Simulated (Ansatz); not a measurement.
**GaN: ideal fracture toughness from elastic constants and surface energies**

Plane-wave DFT in Ansatz with scalar-relativistic PAW potentials. The crystal relaxes under PBE to P6_3mc with a = 3.218 Å, c = 5.243 Å, 11.76 Å³/atom. No spin polarisation.

Elastic constants with relaxed ions (PBE, cell P6_3mc with a = 3.218 Å, c = 5.243 Å, 420 eV, 12×12×6 k points) give Hill averages B = 172 GPa, G = 104 GPa, E = 260 GPa and ν = 0.248. Slabs with like faces (PBEsol) give, in J/m²:
```csv
"face, outer plane",planes,as cut,relaxed
(100) GaN,8,2.29,1.77
```

Q: Estimate the Griffith toughness for cleavage on the cheapest of these faces, and the stress that breaks a crystal with an inner crack of half-length 1 μm.

A: The cheapest face computed is (100) GaN, γ = 1.77 J/m². A crack makes two faces, so G_c = 2γ = 3.55 J/m². In plane strain K_Ic = √(2γE/(1 − ν²)) = 0.99 MPa √m (1.13 with the unrelaxed γ). With σ_f = K_Ic/√(πa) and a = 1 μm the crystal breaks at 559 MPa. The estimate takes isotropic averages for a single crystal and only the faces computed, and it counts no plastic work. Pugh's ratio G/B = 0.60 is near the rule of thumb of 0.57 and decides nothing.